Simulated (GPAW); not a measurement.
# SrO: relaxation of cell and atoms with PBEsol

The system is SrO.

```
Sr O
1.0
     0.00000    2.56630    2.56630
     2.56630    0.00000    2.56630
     2.56630    2.56630    0.00000
Sr O
1 1
Direct
  0.50000 0.50000 0.50000
  0.00000 0.00000 0.00000
```

| Quantity | Value |
| --- | --- |
| Program | GPAW 26.7.0 |
| Task | relaxation of cell and atoms |
| Functional | PBEsol |
| Potentials or basis | PAW data sets generated in the run's folder for this functional |
| Cutoff | 800 eV |
| Basis | pw |
| k mesh | 9 × 9 × 9 |
| Occupations | fermi-dirac, width 0.05 eV |
| Spin | no spin polarisation |
| Target pressure | 20 GPa |
| Maxiter | 150 |
| Optimizer | BFGS |
| Fmax | 0.02 eV/Å |
| Max steps | 60 |
| Target pressure | 20 GPa |
| Convergence | density=1e-05 forces=0.0001 |

```yaml
Relaxed_volume: 14.53 Å³/atom
Relaxed_cell: a = 3.451 Å, b = 3.451 Å, c = 3.451 Å, α = 60.00°, β = 60.00°, γ = 60.00°
Space_group_after_relaxing_to_0.05_Å: Fm-3m (No. 225)
Energy_change_on_relaxing_the_enthalpy_is_what_falls: +130.1 meV/atom
Ionic_steps: 5
Pressure_after_relaxing: 20.0 GPa
Band_gap_on_the_k_mesh: 3.11 eV, direct
```

Step by step:
```tsv
step	energy change (eV)	largest force (eV/Å)	pressure (GPa)	volume (Å³)
1	0.0000	0.0000	0.02	33.80
2	0.0218	0.0000	4.71	32.31
3	0.3266	0.0000	23.13	28.57
4	0.2537	0.0000	19.68	29.11
5	0.2603	0.0000	20.00	29.06
```

Final structure:
```xyz
2
Lattice="0.0000 2.4401 2.4401 2.4401 0.0000 2.4401 2.4401 2.4401 0.0000" Properties=species:S:1:pos:R:3 pbc="T T T"
Sr    2.4401    2.4401    2.4401
O     0.0000    0.0000    0.0000
```

Levels at points of the mesh, in eV from the valence-band top:
```tsv
k point	band 4	band 5	band 6	band 7	band 8	band 9	band 10	band 11	band 12
(0.00, 0.00, 0.00)	-13.16	-13.16	-0.06	-0.06	-0.06	5.02	6.49	6.49	6.49
```

Wall time 65 s on 1 thread of Arm Neoverse V2, with other jobs on the host, peak memory 0.23 GiB.

Caveat: later steps reuse the first step's grids; an odd mesh through Γ misses points on the zone boundary, where band edges often lie.
